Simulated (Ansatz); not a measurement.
# Re, one cell by several methods

```
CELL_PARAMETERS angstrom
1.38392 0.79901 6.76559
-1.38392 0.79901 6.76559
0.00000 -1.59802 6.76559
ATOMIC_POSITIONS crystal
Re 0.00000 0.00000 0.00000
Re 0.22217 0.22217 0.22217
Re 0.77783 0.77783 0.77783
```

Atoms are numbered in the order listed.

Structure from Materials Project entry mp-975065 (possibly hypothetical), not relaxed further. The listed cell was then made from it by scaling, straining or moving an atom.

Spin polarisation is left out, and whether a magnetic state lies lower isn't shown here.

Spin–orbit coupling is left out, though it moves levels of the heavy atoms by tenths of an eV or more.

Levels of theory: DFT, PBE, PAW with Ansatz's default frozen-core files, scalar-relativistic (Ansatz 0.2.0); DFT, PBE, all-electron PAW with datasets made for the crystal, scalar-relativistic (Ansatz 0.2.0); DFT, PBE, all-electron LAPW, scalar-relativistic (Ansatz 0.2.0).

For PAW: a Γ-centred 15×15×15 k mesh, Fermi–Dirac smearing of 0.05 eV, cutoff 420 eV, no spin polarisation. The crystal-made all-electron datasets (AE datasets) take a cutoff of 260 eV at this cell. LAPW targets a basis error of 0.5 meV/atom. The Ansatz runs share mesh, smearing and spin set-up. Plane-wave (PAW) pressures include the program's estimate of the Pulay term.

Stress and pressure are positive in compression.

No spin–orbit coupling: at heavy atoms the gradients can be off by tens of per cent for that reason.

In a metal, gradients converge slowly with the k mesh: the values move by tens of per cent from one mesh to another, at times in sign, so only the comparison on one mesh counts.

```tsv
quantity	PAW	AE datasets	LAPW
pressure (GPa)	?	-0.01	-0.01
stress xx (GPa)	1.55	1.66	1.66
stress zz (GPa)	-3.46	-3.35	-3.35
force on Re2, z (eV/Å)	-0.043	-0.043	-0.042
field gradient Vzz at Re1 (10²¹ V/m²)	?	-6.21	–
field gradient Vzz at Re2 (10²¹ V/m²)	?	-0.62	–
```

**Question.** What belongs in the row "field gradient Vzz at Re1 (10²¹ V/m²)", column "PAW"?

**Answer.** -6.30.

**Question.** What belongs in the row "field gradient Vzz at Re2 (10²¹ V/m²)", column "PAW"?

**Answer.** -0.67.

**Question.** Fill in "PAW" for the row "pressure (GPa)".

**Answer.** -0.12.
